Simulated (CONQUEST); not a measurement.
# PbS (Cmcm) in CONQUEST: a series of runs

The runs below take PbS through single point, with PBE.

All numbers are computed with CONQUEST 1.3; they aren't measurements. Logs are shortened: lines on timing, memory, paths and dates and some standing lists are left out, and cuts for length are marked.

## (1) The undisturbed crystal

It takes space group Cmcm (No. 63, orthorhombic). Conventional cell: a = 4.160 Å, b = 11.983 Å, c = 4.279 Å, α = 90.00°, β = 90.00°, γ = 90.00°. Pb (site symmetry m2m) has 5 S at 2.69 to 2.99 Å as nearest neighbours. S (site symmetry m2m) is surrounded by 5 Pb at 2.69 to 2.99 Å.

Measurements of this composition are mostly on another form, of space group No. 225.

## (2) Single point, PBE (atoms moved at random, drawn with an rms of 0.05 Å)

File Conquest_input:

```
IO.Title PbS
IO.Coordinates coords.dat
IO.FractionalAtomicCoords T
IO.Iprint 2
IO.Iprint_init 1
General.NumberOfSpecies 2
General.PseudopotentialType hamann
AtomMove.TypeOfRun static
AtomMove.FullStress T
Grid.GridCutoff 120
DM.SolutionMethod ordern
DM.L_range 14
DM.LVariations 60
minE.LTolerance 1e-6
minE.SCTolerance 1e-5
SC.MaxIters 100
IO.AtomChargeOutput T
%block ChemicalSpeciesLabel
1 207.200 Pb
2 32.070 S
%endblock
```

File coords.dat:

```
    7.8610818915     0.0000000000     0.0000000000
    0.0000000000     8.0867445760     0.0000000000
    0.0000000000     0.0000000000    22.6438204124
8
  0.0076275000   0.2486010000   0.1273095000 1 T T T
  0.5076275000   0.2486010000   0.6273095000 1 T T T
  0.4926690000   0.7528250000   0.3690370000 1 T T T
  0.9926690000   0.7528250000   0.8690370000 1 T T T
  0.0146640000   0.2471520000   0.3498250000 2 T T T
  0.5146640000   0.2471520000   0.8498250000 2 T T T
  0.4931300000   0.7521770000   0.1450740000 2 T T T
  0.9931300000   0.7521770000   0.6450740000 2 T T T
```

Potentials or basis: PseudoDojo NC PBE, SZ, linear scaling with L range 14 bohr, grid cutoff 120 Ha.

Launch:

```bash
Conquest
```

Output:

```text
Simulation cell dimensions:     7.8611 a0 x     8.0867 a0 x    22.6438 a0

      Atomic coordinates (a0)
         Atom         X         Y         Z  Species
            1    0.0600    2.0104    2.8828        1
            2    3.9905    2.0104   14.2047        1
            3    3.8729    6.0879    8.3564        1
            4    7.8035    6.0879   19.6783        1
            5    0.1153    1.9987    7.9214        2
            6    4.0458    1.9987   19.2433        2
            7    3.8765    6.0827    3.2850        2
            8    7.8071    6.0827   14.6069        2
        This calculation includes non-local pseudopotentials,
         with a maximum core radius of      7.54117217

WARNING: S range greater than L !     15.769151923200     14.000000000000

    Job title: PbS
    Job to be run: static calculation

    Ground state search:
      Support functions represented with PAO basis
      1:1 PAO to SF mapping
      Non-spin-polarised electrons
      Solving for the K matrix using order N with LNV

    Integration grid size:     40 x   40 x  120

    Integration grid spacing:  0.197 a0 x 0.202 a0 x 0.189 a0

    Number of species:  2
    --------------------------------------------------------
    |   #  mass (au)  Charge (e)  SF Rad (a0)  NSF  Label  |
    --------------------------------------------------------
    |   1    207.200      14.000        7.885    9  Pb     |
    |   2     32.070       6.000        6.469    4  S      |
    --------------------------------------------------------
          SCF tolerance:                 0.00001000
          SCF iterations:               100
          O(N) tolerance:                0.00000100
          O(N) iterations:               60

          Density Matrix range  = 14.0000 a0

    The functional used will be GGA PBE96

           radial cut-off to be used is taken to be max PAO cut-off radius for this species:    7.541172

           greatest ang. mom. for making density from PAOs:  2

           radial cut-off to be used is taken to be max PAO cut-off radius for this species:    6.083497

           greatest ang. mom. for making density from PAOs:  1
    Minimum blocs/proc is     3000. Maximum blocs/proc is     3000
    set_atom_dens: In set_atomic_density, electrons :      80.000000000000
    InvS: starting loop
    InvS: Iter:   1   omega:      0.96226 deltaomega:      0.96226 R:      0.13603
    InvS: Iter:   2   omega:      0.92723 deltaomega:     -0.03503 R:      0.13353
    InvS: Iter:   3   omega:      0.86419 deltaomega:     -0.06304 R:      0.12891
    InvS: Iter:   4   omega:      0.76008 deltaomega:     -0.10412 R:      0.12090
    InvS: Iter:   5   omega:      0.60903 deltaomega:     -0.15105 R:      0.10822
    InvS: Iter:   6   omega:      0.42430 deltaomega:     -0.18472 R:      0.09033
    InvS: Iter:   7   omega:      0.24649 deltaomega:     -0.17782 R:      0.06885
    InvS: Iter:   8   omega:      0.12371 deltaomega:     -0.12278 R:      0.04878
    InvS: Iter:   9   omega:      0.05337 deltaomega:     -0.07034 R:      0.03204
    InvS: Iter:  10   omega:      0.01439 deltaomega:     -0.03898 R:      0.01664
    InvS: Iter:  11   omega:      0.00228 deltaomega:     -0.01211 R:      0.00662
    InvS: Iter:  12   omega:      0.00177 deltaomega:     -0.00051 R:      0.00583
    InvS: Iter:  13   omega:      0.00201 deltaomega:      0.00024 R:      0.00621
    InvS: truncation error reached after  13 iterations

    Screened ion int: energy:    -246.022202928355 Ha

    new_SC_potl: Starting.  Tolerance:  0.10000E-04

    PulayMixSC: Starting Pulay mixing, A_up =  0.500 A_dn =  0.500
    PulayMixSC: Spin non-polarised calculation.

    FindDM: tol:    0.0000010000  number of L iterations:    60
    InitMcW: electrons:       80.00 orbitals:      104.00
    InitMcW: SX is           51.891033
    InitMcW: SX/no is         0.997904
    InitMcW: mubar, lambda for spin = 1 are:        -0.418249        5.830362
    McWMin: iteration   1 energy for spin 1      -17.924062 Ha mid-point:         0.762373
    McWMin: iteration   2 energy for spin 1      -18.081474 Ha mid-point:         0.760887
    McWMin: iteration   3 energy for spin 1      -18.275380 Ha mid-point:         0.758412
    McWMin: iteration   4 energy for spin 1      -18.513808 Ha mid-point:         0.754433
    McWMin: iteration   5 energy for spin 1      -18.805756 Ha mid-point:         0.748185
    McWMin: iteration   6 energy for spin 1      -19.160098 Ha mid-point:         0.738586
    McWMin: iteration   7 energy for spin 1      -19.582630 Ha mid-point:         0.724251
    McWMin: iteration   8 energy for spin 1      -20.069345 Ha mid-point:         0.703806
    McWMin: iteration   9 energy for spin 1      -20.594547 Ha mid-point:         0.677001
    McWMin: iteration  10 energy for spin 1      -21.101380 Ha mid-point:         0.646775
    McWMin: iteration  11 energy for spin 1      -21.523250 Ha mid-point:         0.619688
    McWMin: iteration  12 energy for spin 1      -21.834183 Ha mid-point:         0.600081
    McWMin: iteration  13 energy for spin 1      -22.045621 Ha mid-point:         0.581947
    McWMin: iteration  14 energy for spin 1      -22.171507 Ha mid-point:         0.544955
    McWMin: iteration  15 energy for spin 1      -22.217550 Ha mid-point:         0.462903
    McWMin: iteration  16 energy for spin 1      -22.227663 Ha mid-point:         0.350458
    McWMin: iteration  17 energy for spin 1      -22.232902 Ha mid-point:         0.276026
    McWMin: iteration  18 energy for spin 1      -22.236350 Ha mid-point:         0.229043
    McWMin: iteration  19 energy for spin 1      -22.238636 Ha mid-point:         0.202251
    McWMin: iteration  20 energy for spin 1      -22.240023 Ha mid-point:         0.181587
    McWMin: iteration  21 energy for spin 1      -22.240732 Ha mid-point:         0.162848
    McWMin: iteration  22 energy for spin 1      -22.240951 Ha mid-point:         0.145764
    McWMin: rounding error found, spin:   1        0.145764      -22.240951        0.130477      -22.240821
    McWMin: after  23 iterations, energy is       -44.481642 Ha

    earlyDM: starting
    earlyDM: iteration:   1 Energy:       -44.489178 Ha Residual:     0.139381E-01
    earlyDM: dE        -0.001154 Ha linearity:         0.010098
    earlyDM: iteration:   2 Energy:       -44.490333 Ha Residual:     0.135838E-01
    earlyDM: transition to lateDM after   2 iterations
    lateDM:  iteration:   1 Energy:       -44.490333 Ha Residual:     0.127595E-01
    lateDM: R2 is     0.111583E+00
    lateDM: Residual before electron gradient correction:     0.720992E-02
    lateDM: New residual:     0.590378E-02
    lateDM:  iteration:   2 Energy:       -44.523146 Ha Residual:     0.590378E-02
    lateDM: R2 is     0.708848E-01
    lateDM: Residual before electron gradient correction:     0.420495E-02
    lateDM: New residual:     0.240542E-02
    lateDM:  iteration:   3 Energy:       -44.548390 Ha Residual:     0.240542E-02
    lateDM: R2 is     0.433589E-01
    lateDM: Residual before electron gradient correction:     0.286824E-02
    lateDM: New residual:     0.967892E-03
    lateDM:  iteration:   4 Energy:       -44.558561 Ha Residual:     0.967892E-03
    lateDM: R2 is     0.274545E-01
    lateDM: Residual before electron gradient correction:     0.237366E-02
    lateDM: New residual:     0.428213E-03
    lateDM:  iteration:   5 Energy:       -44.562256 Ha Residual:     0.428213E-03
    lateDM: R2 is     0.185540E-01
    lateDM: Residual before electron gradient correction:     0.233679E-02
    lateDM: New residual:     0.226331E-03
    lateDM:  iteration:   6 Energy:       -44.563915 Ha Residual:     0.226331E-03
    lateDM: R2 is     0.138645E-01
    lateDM: Residual before electron gradient correction:     0.236600E-02
    lateDM: New residual:     0.115839E-03
    lateDM:  iteration:   7 Energy:       -44.565142 Ha Residual:     0.115839E-03
    lateDM: R2 is     0.991910E-02
    lateDM: Residual before electron gradient correction:     0.247535E-02
    lateDM: New residual:     0.634193E-04
    lateDM:  iteration:   8 Energy:       -44.565799 Ha Residual:     0.634193E-04
    lateDM: R2 is     0.719698E-02
    lateDM: Residual before electron gradient correction:     0.252186E-02
    lateDM: New residual:     0.342110E-04
    lateDM:  iteration:   9 Energy:       -44.566151 Ha Residual:     0.342110E-04
    lateDM: R2 is     0.530067E-02
    lateDM: Residual before electron gradient correction:     0.260310E-02
    lateDM: New residual:     0.179991E-04
    lateDM:  iteration:  10 Energy:       -44.566342 Ha Residual:     0.179991E-04
    lateDM: R2 is     0.383877E-02
    lateDM: Residual before electron gradient correction:     0.262744E-02
    lateDM: New residual:     0.995924E-05
    lateDM:  iteration:  11 Energy:       -44.566437 Ha Residual:     0.995924E-05
    lateDM: R2 is     0.289339E-02
    lateDM: Residual before electron gradient correction:     0.264479E-02
    lateDM: New residual:     0.522587E-05
    lateDM:  iteration:  12 Energy:       -44.566497 Ha Residual:     0.522587E-05
    lateDM: R2 is     0.209153E-02
    lateDM: Residual before electron gradient correction:     0.263731E-02
    lateDM: New residual:     0.279544E-05
    lateDM:  iteration:  13 Energy:       -44.566528 Ha Residual:     0.279544E-05
    lateDM: R2 is     0.152737E-02
    lateDM: Residual before electron gradient correction:     0.263208E-02
[... 168 lines left out ...]
    earlyDM: starting
    earlyDM: iteration:   1 Energy:       -44.909559 Ha Residual:     0.674471E-02
    earlyDM: dE        -0.000000 Ha linearity:         0.009994
    earlyDM: iteration:   2 Energy:       -44.909559 Ha Residual:     0.674485E-02
    earlyDM: transition to lateDM after   2 iterations
    lateDM:  iteration:   1 Energy:       -44.909559 Ha Residual:     0.785317E-06
    lateDM: R2 is     0.876953E-03
    lateDM: Residual before electron gradient correction:     0.675013E-02
    lateDM: New residual:     0.492334E-06

    lateDM: reached residual of     0.492334E-06 after   1 iterations

          Harris-Foulkes Energy            :      -325.561079098772097 Ha
          (TS=0 as O(N) or entropic contribution is negligible)
          DFT Total Energy                 :      -325.561073480164509 Ha
          Total number of electrons        :        80.000094451579628
    PulayMixSC: Pulay iteration     5 residual:              0.10400E-04

    FindDM: tol:    0.0000010000  number of L iterations:    60

    earlyDM: starting
    earlyDM: iteration:   1 Energy:       -44.905976 Ha Residual:     0.676108E-02
    earlyDM: dE        -0.000000 Ha linearity:         0.010024
    earlyDM: iteration:   2 Energy:       -44.905976 Ha Residual:     0.676081E-02
    earlyDM: transition to lateDM after   2 iterations
    lateDM:  iteration:   1 Energy:       -44.905976 Ha Residual:     0.968053E-06
    lateDM: R2 is     0.975114E-03
    lateDM: Residual before electron gradient correction:     0.675313E-02
    lateDM: New residual:     0.695986E-06

    lateDM: reached residual of     0.695986E-06 after   1 iterations

          Harris-Foulkes Energy            :      -325.561076887497165 Ha
          (TS=0 as O(N) or entropic contribution is negligible)
          DFT Total Energy                 :      -325.561076384497142 Ha
          Total number of electrons        :        80.000095103438326
    PulayMixSC: Pulay iteration     6 residual:              0.27121E-05
    PulayMixSC: Reached SCF tolerance of  0.27121E-05 after      6 iterations
      | Number of electrons      =        80.000095
      |* band energy as 2Tr[K.H] =       -44.905978213271510 Ha
      |  screened ion-ion energy =      -246.022202928354801 Ha
      |  Ha correction           =         0.422800817738597 Ha
      |  XC correction           =       -35.055361565874314 Ha
      |* Harris-Foulkes energy   =      -325.561076887497165 Ha
      |* DFT total energy        =      -325.561076384497142 Ha
      |  estimated accuracy      =        -0.000000503000024 Ha

    force: Forces on atoms (Ha/a0)
    force:  Atom   X              Y              Z
    force:     1  -0.0003362605   0.0003997994  -0.0203802798
    force:     2  -0.0003362605   0.0003997994  -0.0203802798
    force:     3   0.0000820339  -0.0002634473   0.0177682022
    force:     4   0.0000820339  -0.0002634473   0.0177682022
    force:     5  -0.0022526094   0.0004396071   0.0101910911
    force:     6  -0.0022526094   0.0004396071   0.0101910911
    force:     7   0.0026718584  -0.0006665344  -0.0076005743
    force:     8   0.0026718584  -0.0006665344  -0.0076005743

    force: Maximum force :        0.02038028(Ha/a0) on atom         1 in z direction
    force: Force Residual:        0.01504902 Ha/a0
    force: Total stress:        -11.28175412     0.08078046     0.01446198 GPa
                             0.08081771   -12.85170844    -0.08877717
                             0.02891647    -0.08865320   -13.34868824
    force: Average pressure:     12.49405027 GPa

    force: Finished force
    get_E_and_F: Change in energy during last step of electronic optimisation:  0.22113E-05

    BIBLIOGRAPHY: Please consider citing the following references in the conquest.bib file

    CONQUEST:         Bowler2002pt, Miyazaki2004, Nakata2020
    Basis:            Bowler2019
    DM:               Bowler:1999if, Bowler2001, Bowler2010
    Pseudopotentials: Hamann2013, Bowler2019
    XC functional:    Perdew1996

    Warnings written to file Conquest_warnings; please check
```

It took 94 s on 1 thread of Intel Xeon Platinum 8488C (Sapphire Rapids), shared host; peak memory 0.51 GiB.

What came out:

* Free energy: -8858.9682 eV
* Pressure: 12.5 GPa
* Largest force: 1.048 eV/Å
* Mulliken charges: Pb +0.55; S -0.55 e

Forces on the atoms (eV/Å):
```
Pb  -0.017  0.021 -1.048
Pb  -0.017  0.021 -1.048
Pb   0.004 -0.014  0.914
Pb   0.004 -0.014  0.914
S   -0.116  0.023  0.524
S   -0.116  0.023  0.524
S    0.137 -0.034 -0.391
S    0.137 -0.034 -0.391
```

Caveat: the atomic basis is small; Mulliken charges move with the basis; the density matrix is cut off at a finite range, which raises the energy and shifts forces and pressure; the basis of atomic orbitals isn't converged, which shifts pressures, moduli and gaps. The run has no spin-orbit coupling, so splittings on Pb are missing.

## (3) Single point, PBE (atoms moved at random, drawn with an rms of 0.05 Å)

Changes to Conquest_input since step 2:

```diff
@@ -11,3 +11,3 @@
 DM.SolutionMethod ordern
-DM.L_range 14
+DM.L_range 16
 DM.LVariations 60
```

coords.dat is that of step 2.

Potentials or basis: PseudoDojo NC PBE, SZ, linear scaling with L range 16 bohr, grid cutoff 120 Ha.

Launch:

```bash
Conquest
```

It took 2.2 min on 1 thread of Intel Xeon Platinum 8488C (Sapphire Rapids), shared host; peak memory 0.51 GiB.

Results (log left out):

```
Free energy      : -8859.1929 eV
Pressure         : 11.5 GPa
Largest force    : 1.315 eV/Å
Mulliken charges : Pb +0.55; S -0.55 e
```

Forces in eV/Å, atoms in the order of the input:
```
Pb  -0.021  0.023 -1.315
Pb  -0.021  0.023 -1.315
Pb   0.010 -0.014  1.183
Pb   0.010 -0.014  1.183
S   -0.106  0.013  0.534
S   -0.106  0.013  0.534
S    0.126 -0.027 -0.403
S    0.126 -0.027 -0.403
```

Stress tensor (GPa, compression positive):
```
10.90 -0.10 -0.04
-0.11 11.66  0.15
-0.05  0.15 12.00
```

Caveat: the atomic basis is small; Mulliken charges move with the basis; the density matrix is cut off at a finite range, which raises the energy and shifts forces and pressure; the basis of atomic orbitals isn't converged, which shifts pressures, moduli and gaps. The run has no spin-orbit coupling, so splittings on Pb are missing.

## (4) Single point, PBE (atoms moved at random, drawn with an rms of 0.05 Å)

Changes to Conquest_input since step 3:

```diff
@@ -11,3 +11,3 @@
 DM.SolutionMethod ordern
-DM.L_range 16
+DM.L_range 18
 DM.LVariations 60
```

coords.dat is that of step 3.

Potentials or basis: PseudoDojo NC PBE, SZ, linear scaling with L range 18 bohr, grid cutoff 120 Ha.

Launch:

```bash
Conquest
```

Wall time 3.6 min (1 thread of Intel Xeon Platinum 8488C (Sapphire Rapids), shared host); peak memory 0.52 GiB.

Results (log left out):

| Item | Value |
| --- | --- |
| Free energy | -8860.2089 eV |
| Pressure | 8.7 GPa |
| Largest force | 1.076 eV/Å |
| Mulliken charges | Pb +0.52; S -0.52 e |

Forces on the atoms (eV/Å):
```
Pb  -0.103  0.040 -1.070
Pb  -0.103  0.040 -1.070
Pb   0.132 -0.045  0.928
Pb   0.132 -0.045  0.928
S   -0.207  0.051  0.549
S   -0.207  0.051  0.549
S    0.191 -0.053 -0.408
S    0.191 -0.053 -0.408
```

Stress tensor (GPa, compression positive):
```
 7.58 -0.08 -0.01
-0.08  7.99  0.06
-0.01  0.06 10.53
```

Caveat: the atomic basis is small; Mulliken charges move with the basis; the density matrix is cut off at a finite range, which raises the energy and shifts forces and pressure; the basis of atomic orbitals isn't converged, which shifts pressures, moduli and gaps. The run has no spin-orbit coupling, so splittings on Pb are missing.

## (5) Overview

```csv
potentials or basis,pressure (GPa),largest force (eV/Å)
"PseudoDojo NC PBE, SZ, linear scaling with L range 14 bohr, grid cutoff 120 Ha",12.5,1.05
"PseudoDojo NC PBE, SZ, linear scaling with L range 16 bohr, grid cutoff 120 Ha",11.5,1.32
"PseudoDojo NC PBE, SZ, linear scaling with L range 18 bohr, grid cutoff 120 Ha",8.7,1.08
```

Alike in all rows: task single point; level PBE; no spin polarisation; cell atoms moved at random, drawn with an rms of 0.05 Å; smearing none (density matrix without k points).

Caveats: the atomic basis is small; the density matrix is cut off at a finite range, which raises the energy and shifts forces and pressure; the basis of atomic orbitals isn't converged, which shifts pressures, moduli and gaps.

Absolute energies hang on the potentials; compare differences alone.
